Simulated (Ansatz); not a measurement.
**From the elastic tensor of ZrN at 8 GPa (stress–strain coefficients) to moduli and sound speeds**

Level of theory: DFT PBEsol, scalar-relativistic, plane waves, PAW (Ansatz). Settings: 420 eV plane-wave cutoff, Γ-centred 16×16×16 mesh, Fermi-Dirac smearing of 0.15 eV. No spin polarisation.

It takes space group Fm-3m (No. 225, cubic). Conventional cell: a = 4.511 Å, b = 4.511 Å, c = 4.511 Å, α = 90.00°, β = 90.00°, γ = 90.00°. Around Zr (site symmetry m-3m) lie 6 N at 2.26 Å. N (site symmetry m-3m) is surrounded by 6 Zr at 2.26 Å.

In a metal, frequencies and elastic constants depend on the k mesh and the smearing, soft modes and shear constants most. Spin polarisation was left out, and a magnetic state may lie lower.

Relaxed-ion constants (GPa, on the Cartesian axes of the calculation):
```
661.8 122.4 122.4   0.0   0.0   0.0
122.4 661.8 122.4   0.0   0.0   0.0
122.4 122.4 661.8   0.0   0.0   0.0
  0.0   0.0   0.0 129.8   0.0   0.0
  0.0   0.0   0.0   0.0 129.8   0.0
  0.0   0.0   0.0   0.0   0.0 129.8
```

Density 7.616 g/cm³; 2 atoms in 22.94 Å³.

The values that follow are for a polycrystal of randomly turned grains, by Hill's mean where one number stands.

With S = C⁻¹: B_V = (C11+C22+C33+2(C12+C13+C23))/9, G_V = (C11+C22+C33−C12−C13−C23+3(C44+C55+C66))/15, 1/B_R = S11+S22+S33+2(S12+S13+S23), 15/G_R = 4(S11+S22+S33−S12−S13−S23)+3(S44+S55+S66); Hill is their mean. Then v_l = √((B+4G/3)/ρ), v_t = √(G/ρ), v_m = [(2/v_t³+1/v_l³)/3]^(−1/3) and Θ = (ħ/k_B)·v_m·(6π²n/V)^(1/3) for n atoms in the volume V; E = 9BG/(3B+G), ν = (3B−2G)/(2(3B+G)) and A^U = 5G_V/G_R + B_V/B_R − 6.

| Property | Result |
| --- | --- |
| Bulk modulus, Voigt / Reuss / Hill | 302.2 / 302.2 / 302.2 GPa |
| Shear modulus, Voigt / Reuss / Hill | 185.8 / 163.8 / 174.8 GPa |
| Young's modulus | 440 GPa |
| Poisson ratio | 0.258 |
| Pugh ratio B/G | 1.73 |
| Universal anisotropy index | 0.67 |
| Longitudinal and transverse sound speeds | 8383 and 4790 m/s |
| Debye temperature from the mean sound speed | 703 K |

Cost: 1 run of about 0.52 core-minutes, on AMD EPYC 9R45 (Zen 5) (shared hosts).

Under pressure, ZrN is much stiffer against stretching along the cube axes than against shear on the cube faces: C11 is 661.8 GPa, C44 only 129.8 GPa. Axial strain changes the length of the Zr–N bonds, where N 2p and Zr 4d states overlap head-on, while this shear mainly bends bond angles. The electron left over after filling the bonding p–d states enters metal d states, which probably lowers the resistance to shear further. The same contrast explains the gap between the Voigt and Reuss shear moduli, whereas the bulk modulus has no such spread, as cubic symmetry requires.

C44 slightly exceeds C12, although purely central forces under compression would put C12 higher, which points to directional bonding alongside the metallic contribution. The tensor meets the conditions for stability against homogeneous strain at this pressure. A Pugh ratio of 1.73 lies too close to the customary dividing line to label the nitride brittle or ductile. The Debye temperature reflects long-wave acoustic motion and doesn't capture the optical vibrations dominated by light nitrogen.
